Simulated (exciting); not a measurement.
# Sn (Immm) in exciting: notebook

One crystal, Sn, is run at these levels: PW91, PBEsol; tasks: real-space fields, electric field gradients.

Program: exciting (release sodium). These are calculated values, not measurements. Logs are shortened: lines on timing, memory, paths and dates and some standing lists are left out, and cuts for length are marked.

## (1) Starting point

Symmetry: Immm, No. 71, orthorhombic system. The conventional cell has a = 3.453 Å, b = 3.551 Å, c = 4.677 Å, α = 90.00°, β = 90.00°, γ = 90.00°. Around Sn (site symmetry mmm) lie 12 Sn at 3.41 to 3.55 Å.

This isn't the form of Sn at room conditions, which is tetragonal (white tin).

## (2) Real-space fields, PW91, collinear spin, ferromagnetic start

The input, input.xml:

```xml
<input>
  <title>Sn</title>
  <structure speciespath="./" tshift="false" cartesian="true">
    <crystal scale="1.88972612463">
      <basevect>-1.726539000000 1.775547000000 2.338342000000</basevect>
      <basevect>1.726539000000 -1.775547000000 2.338342000000</basevect>
      <basevect>1.726539000000 1.775547000000 -2.338342000000</basevect>
    </crystal>
    <species speciesfile="Sn.xml" rmt="2.3">
      <atom coord="0.000000000000 0.000000000000 0.000000000000" bfcmt="0 0 -8"/>
    </species>
  </structure>
  <groundstate do="fromscratch" ngridk="9 9 9" rgkmax="8" gmaxvr="14" lmaxapw="10" lmaxmat="10" lmaxvr="8" stype="Fermi Dirac" swidth="0.00499791" nempty="16" ValenceRelativity="iora*" epsengy="1e-05" epspot="1e-05" maxscl="90" outputlevel="high">
    <libxc exchange="XC_GGA_X_PW91" correlation="XC_GGA_C_PW91"/>
    <spin reducebf="0.5"/>
  </groundstate>
  <properties>
    <chargedensityplot>
      <plot3d>
        <box grid="18 18 18">
          <origin coord="0 0 0"/>
          <point coord="1 0 0"/>
          <point coord="0 1 0"/>
          <point coord="0 0 1"/>
        </box>
      </plot3d>
    </chargedensityplot>
    <elfplot>
      <plot3d>
        <box grid="18 18 18">
          <origin coord="0 0 0"/>
          <point coord="1 0 0"/>
          <point coord="0 1 0"/>
          <point coord="0 0 1"/>
        </box>
      </plot3d>
    </elfplot>
    <exccplot>
      <plot3d>
        <box grid="18 18 18">
          <origin coord="0 0 0"/>
          <point coord="1 0 0"/>
          <point coord="0 1 0"/>
          <point coord="0 0 1"/>
        </box>
      </plot3d>
    </exccplot>
  </properties>
</input>
```

Potentials or basis: all-electron LAPW+lo, shipped species files, valence relativity iora*.

The run is started by

```console
> OMP_NUM_THREADS=1 exciting_smp
```

INFO.OUT:

```text
================================================================================
EXCITING SODIUM started
[... 10 lines left out ...]

 Lattice vectors (cartesian) :
     -3.2626858535      3.3552975514      4.4188259657
      3.2626858535     -3.3552975514      4.4188259657
      3.2626858535      3.3552975514     -4.4188259657

 Reciprocal lattice vectors (cartesian) :
     -0.0000000000      0.9363082127      0.7109564119
      0.9628854247     -0.0000000000      0.7109564119
      0.9628854247      0.9363082127     -0.0000000000

 Unit cell volume                           :     193.4965332639
 Brillouin zone volume                      :       1.2819362149

 Species :    1 (Sn)
     parameters loaded from                 :    Sn.xml
     name                                   :    tin
     nuclear charge                         :     -50.00000000
     electronic charge                      :      50.00000000
     atomic mass                            :  216395.09200000
     muffin-tin radius                      :       2.30000000
     # of radial points in muffin-tin       :     400

     atomic positions (cartesian) :
       1 :   0.00000000  0.00000000  0.00000000

     magnetic fields (cartesian) :
       1 :   0.00000000  0.00000000 -8.00000000

 Total number of atoms per unit cell        :       1

 Spin treatment                             :    spin-polarised
 Global magnetic field (cartesian) :        0.00000000   0.00000000   0.00000000
 collinear magnetisation in z-direction

 Number of Bravais lattice symmetries       :       8
 Number of crystal symmetries               :       8

 k-point grid                               :       9    9    9
 Total number of k-points                   :     125
 k-point set is reduced with crystal symmetries

 R^MT_min * |G+k|_max (rgkmax)              :       8.00000000
 Species with R^MT_min                      :       1 (Sn)
 Maximum |G+k| for APW functions            :       3.47826087
 Maximum |G| for potential and density      :      14.00000000
 Polynomial order for pseudochg. density    :       9

 G-vector grid sizes                        :      30    30    30
 Total number of G-vectors                  :    8995

 Maximum angular momentum used for
     APW functions                          :      10
     computing H and O matrix elements      :      10
     potential and density                  :       8
     inner part of muffin-tin               :       2

 Total nuclear charge                       :     -50.00000000
 Total electronic charge                    :      50.00000000
 Total core charge                          :      30.00000000
 Total valence charge                       :      20.00000000

 Effective Wigner radius, r_s               :       0.97395343

 Number of empty states                     :      16
 Total number of valence states             :      54

 Maximum Hamiltonian size                   :     163
 Maximum number of plane-waves              :     146
 Total number of local-orbitals             :      17

 Exchange-correlation type                  :     100
     libxc; exchange: Perdew & Wang 91; correlation: Perdew & Wang 91 (see libxc for references)

 Smearing scheme                            :    Fermi-Dirac
 Smearing width                             :       0.00499791

 Using multisecant Broyden potential mixing
[... 6 lines left out ...]
* Groundstate module started                                                   *
********************************************************************************
 Output level for this task is set to high

++++++++++++++++++++++++++++++++++++++++++++++++++++++++++++++++++++++++++++++++
[... 5 lines left out ...]
+ SCF iteration number :    1                                                  +
++++++++++++++++++++++++++++++++++++++++++++++++++++++++++++++++++++++++++++++++
 Total energy                               :     -6178.82779791
 _______________________________________________________________
 Fermi energy                               :         0.24835805
 Kinetic energy                             :      6507.33311644
 Coulomb energy                             :    -12519.91098601
 Exchange energy                            :      -163.33528854
 Correlation energy                         :        -2.91463980
 No external B-field energy in total energy
 Sum of eigenvalues                         :     -3730.81724082
 Effective potential energy                 :    -10238.15035726
 Coulomb potential energy                   :    -10021.36542794
 xc potential energy                        :      -216.78353916
 xc effective B-field energy                :        -0.00006892
 External B-field energy                    :         0.00000000
 Non-physical muffin-tin B-field energy     :        -0.00132125
 Hartree energy                             :      1955.31662421
 Electron-nuclear energy                    :    -13931.99867636
 Nuclear-nuclear energy                     :      -543.22893386
 Madelung energy                            :     -7509.22827204
 Core-electron kinetic energy               :         0.00000000
[... 667 lines left out ...]
 Moments :
     interstitial                           :         0.00000396
     moment in muffin-tin spheres :
                  atom     1    Sn          :         0.00000600
     total moment in muffin-tins            :         0.00000600
     total moment                           :         0.00000997

 RMS change in effective potential (target) :  0.331309E-07  ( 0.100000E-04)
 Absolute change in total energy   (target) :  0.613341E-06  ( 0.100000E-04)
 Charge distance                   (target) :  0.107200E-08  ( 0.100000E-04)

++++++++++++++++++++++++++++++++++++++++++++++++++++++++++++++++++++++++++++++++
| Convergency criteria checked for the last 2 iterations                       +
| Convergence targets achieved. Performing final SCF iteration                 +
++++++++++++++++++++++++++++++++++++++++++++++++++++++++++++++++++++++++++++++++
 Total energy                               :     -6179.98871634
 _______________________________________________________________
 Fermi energy                               :         0.23463720
 Kinetic energy                             :      6505.94365572
 Coulomb energy                             :    -12519.67282868
 Exchange energy                            :      -163.34484935
 Correlation energy                         :        -2.91469403
 No external B-field energy in total energy
 Sum of eigenvalues                         :     -3731.60930025
 Effective potential energy                 :    -10237.55295597
 Coulomb potential energy                   :    -10020.75654024
 xc potential energy                        :      -216.79641573
 xc effective B-field energy                :        -0.00000000
 External B-field energy                    :         0.00000000
 Non-physical muffin-tin B-field energy     :        -0.00000000
 Hartree energy                             :      1955.68735458
 Electron-nuclear energy                    :    -13932.13124941
 Nuclear-nuclear energy                     :      -543.22893386
 Madelung energy                            :     -7509.29455856
 Core-electron kinetic energy               :         0.00000000

 DOS at Fermi energy (states/Ha/cell)       :        14.04067832

 Electron charges :
     core                                   :        30.00000000
     core leakage                           :         0.00039304
     valence                                :        20.00000000
     interstitial                           :         2.66797948
     charge in muffin-tin spheres :
                  atom     1    Sn          :        47.33202052
     total charge in muffin-tins            :        47.33202052
     total charge                           :        50.00000000

 Moments :
     interstitial                           :         0.00000295
     moment in muffin-tin spheres :
                  atom     1    Sn          :         0.00000372
     total moment in muffin-tins            :         0.00000372
     total moment                           :         0.00000667

++++++++++++++++++++++++++++++++++++++++++++++++++++++++++++++++++++++++++++++++
[... 9 lines left out ...]
| EXCITING SODIUM stopped                                                      =
================================================================================
```

stdout:

```text
Info(rhoplot):
 3D spin-dependent density plot written to RHO3D.xml

Info(potplot):
 3D Coulomb potential plot written to VCL3D.xml
 3D exchange-correlation potential plot written to VXC3D.xml

Info(elfplot): 3D ELF plot written to ELF3D.xml
```

It took 4 min on 1 thread of Arm Neoverse V1, shared host; peak memory 0.11 GiB.

What came out:

```
Band gap on the k mesh                            : none (metal or under the smearing width)
Net moment                                        : 0.00 μB per cell
All electrons inside the program's atomic spheres : Sn 47.33 (radii Sn 2.3 bohr)
Density of states at the Fermi level              : 0.52 states/eV per cell
```

## (3) Electric field gradients, PBEsol, spin-orbit coupling, no magnetisation

The input, run_exciting.py:

```python
import subprocess
import xml.etree.ElementTree as ET
from ase.io import read
from ase.units import Bohr

atoms = read("Sn.xyz")
rmt = {'Sn': 2.3}  # bohr
tasks = """
<groundstate do="fromscratch" ngridk="9 9 9" rgkmax="9" gmaxvr="14" lmaxapw="10" lmaxmat="10" lmaxvr="8" xctype="GGA_PBE_SOL" stype="Methfessel-Paxton 1" swidth="0.00099958" nempty="16" ValenceRelativity="iora*" epsengy="1e-05" epspot="1e-05" maxscl="60" tforce="true" outputlevel="normal">
  <spin spinorb="true"/>
</groundstate>
<properties>
  <EFG/>
  <mossbauer/>
</properties>
"""

root = ET.Element("input")
ET.SubElement(root, "title").text = "Sn"
structure = ET.SubElement(root, "structure", speciespath="./", tshift="false")
crystal = ET.SubElement(structure, "crystal", scale="1.0")
for vector in atoms.cell / Bohr:
    ET.SubElement(crystal, "basevect").text = " ".join(f"{x:.12f}" for x in vector)
symbols = atoms.get_chemical_symbols()
for element in dict.fromkeys(symbols):
    species = ET.SubElement(structure, "species", speciesfile=element + ".xml", rmt=str(rmt[element]))
    for symbol, position in zip(symbols, atoms.get_scaled_positions(wrap=False)):
        if symbol == element:
            ET.SubElement(species, "atom", coord=" ".join(f"{x:.12f}" for x in position))
root.extend(ET.fromstring("<tasks>" + tasks + "</tasks>"))
ET.indent(root)
ET.ElementTree(root).write("input.xml")
subprocess.run(["exciting_smp"], check=True)
```

The input, Sn.xyz:

```xyz
1
Lattice="-1.7265390000 1.7755470000 2.3383420000 1.7265390000 -1.7755470000 2.3383420000 1.7265390000 1.7755470000 -2.3383420000" Properties=species:S:1:pos:R:3 pbc="T T T"
Sn     0.0000000000      0.0000000000      0.0000000000
```

Potentials or basis: all-electron LAPW+lo, shipped species files, valence relativity iora*.

The run is started by

```console
> OMP_NUM_THREADS=1 python run_exciting.py
```

The program printed:

```text
================================================================================
EXCITING SODIUM started
[... 10 lines left out ...]

 Lattice vectors (cartesian) :
     -3.2626858556      3.3552975536      4.4188259685
      3.2626858556     -3.3552975536      4.4188259685
      3.2626858556      3.3552975536     -4.4188259685

 Reciprocal lattice vectors (cartesian) :
     -0.0000000000      0.9363082121      0.7109564115
      0.9628854241      0.0000000000      0.7109564115
      0.9628854241      0.9363082121     -0.0000000000

 Unit cell volume                           :     193.4965336346
 Brillouin zone volume                      :       1.2819362124

 Species :    1 (Sn)
     parameters loaded from                 :    Sn.xml
     name                                   :    tin
     nuclear charge                         :     -50.00000000
     electronic charge                      :      50.00000000
     atomic mass                            :  216395.09200000
     muffin-tin radius                      :       2.30000000
     # of radial points in muffin-tin       :     400

     atomic positions (lattice) :
       1 :   0.00000000  0.00000000  0.00000000

 Total number of atoms per unit cell        :       1

 Spin treatment                             :    spin-polarised
 Spin-orbit coupling is included
 Global magnetic field (cartesian) :        0.00000000   0.00000000   0.00000000
 non-collinear magnetisation

 Number of Bravais lattice symmetries       :       8
 Number of crystal symmetries               :       8

 k-point grid                               :       9    9    9
[... 54 lines left out ...]
++++++++++++++++++++++++++++++++++++++++++++++++++++++++++++++++++++++++++++++++
 Total energy                               :     -6173.72979909
 _______________________________________________________________
 Fermi energy                               :         0.24343436
 Kinetic energy                             :      6503.27262977
 Coulomb energy                             :    -12514.49333245
 Exchange energy                            :      -159.46155434
 Correlation energy                         :        -3.04754208
 No external B-field energy in total energy
[... 771 lines left out ...]
 RMS change in effective potential (target) :  0.115905E-05  ( 0.100000E-04)
 Absolute change in total energy   (target) :  0.184597E-05  ( 0.100000E-04)
 Charge distance                   (target) :  0.206987E-08  ( 0.100000E-04)
 Abs. change in max-nonIBS-force   (target) :   0.00000      ( 0.500000E-04)

++++++++++++++++++++++++++++++++++++++++++++++++++++++++++++++++++++++++++++++++
| Convergency criteria checked for the last 2 iterations                       +
| Convergence targets achieved. Performing final SCF iteration                 +
++++++++++++++++++++++++++++++++++++++++++++++++++++++++++++++++++++++++++++++++
 Total energy                               :     -6176.35340241
 _______________________________________________________________
 Fermi energy                               :         0.23450965
 Kinetic energy                             :      6501.54336516
 Coulomb energy                             :    -12515.34079756
 Exchange energy                            :      -159.50795871
 Correlation energy                         :        -3.04801130
 No external B-field energy in total energy
[... 13 lines left out ...]
 Moments :
     interstitial                 :    -0.00000000    -0.00000000     0.00000000
     moment in muffin-tin spheres :
         atom     1    Sn         :    -0.00000000     0.00000000     0.00000000
     total moment in muffin-tins  :    -0.00000000     0.00000000     0.00000000
     total moment                 :    -0.00000000    -0.00000000     0.00000000

++++++++++++++++++++++++++++++++++++++++++++++++++++++++++++++++++++++++++++++++
+ Self-consistent loop stopped                                                 +
++++++++++++++++++++++++++++++++++++++++++++++++++++++++++++++++++++++++++++++++
 STATE.OUT is written

--------------------------------------------------------------------------------
- Writing atomic positions and forces                                          -
--------------------------------------------------------------------------------

 Atomic positions (lattice) :
 atom     1  Sn  :     0.00000000    0.00000000    0.00000000

 Total atomic forces including IBS (cartesian) :
 atom     1  Sn  :     0.00000000    0.00000000    0.00000000

 Atomic force components including IBS (cartesian) :
 atom     1  Sn  :     0.00000000    0.00000000    0.00000000   HF force
                 :     0.00000000    0.00000000    0.00000000   core correction
                 :     0.00000000    0.00000000    0.00000000   IBS correction

********************************************************************************
* Groundstate module stopped                                                   *
********************************************************************************

--------------------------------------------------------------------------------
- CAUTION! Warnings have been written in file WARNING.OUT !                    -
--------------------------------------------------------------------------------
================================================================================
| EXCITING SODIUM stopped                                                      =
================================================================================
```

input.xml:

```text
<input>
  <title>Sn</title>
  <structure speciespath="./" tshift="false">
    <crystal scale="1.0">
      <basevect>-3.262685855576 3.355297553551 4.418825968542</basevect>
      <basevect>3.262685855576 -3.355297553551 4.418825968542</basevect>
      <basevect>3.262685855576 3.355297553551 -4.418825968542</basevect>
    </crystal>
    <species speciesfile="Sn.xml" rmt="2.3">
      <atom coord="0.000000000000 -0.000000000000 0.000000000000" />
    </species>
  </structure>
  <groundstate do="fromscratch" ngridk="9 9 9" rgkmax="9" gmaxvr="14" lmaxapw="10" lmaxmat="10" lmaxvr="8" xctype="GGA_PBE_SOL" stype="Methfessel-Paxton 1" swidth="0.00099958" nempty="16" ValenceRelativity="iora*" epsengy="1e-05" epspot="1e-05" maxscl="60" tforce="true" outputlevel="normal">
    <spin spinorb="true" />
  </groundstate>
  <properties>
    <EFG />
    <mossbauer />
  </properties>
</input>
```

It took 5.4 min on 1 thread of Arm Neoverse V1, shared host; peak memory 0.13 GiB.

Results:

```yaml
Band_gap_on_the_k_mesh: none (metal or under the smearing width)
All_electrons_inside_the_program's_atomic_spheres: Sn 47.33 (radii Sn 2.3 bohr)
```

Electric field gradients, principal values (1e21 V/m²):
```
atom    Vxx    Vyy     Vzz     η
1 Sn  0.276  2.804  -3.080  0.82
```

Caveat: the field gradient of a metal still moves by tens of percent with the k mesh; total energies with spin-orbit coupling aren't reliable in this program, so none is listed and the log's shouldn't be used; EFG.OUT prints the tensor in atomic units and with the sign opposite to the usual one.
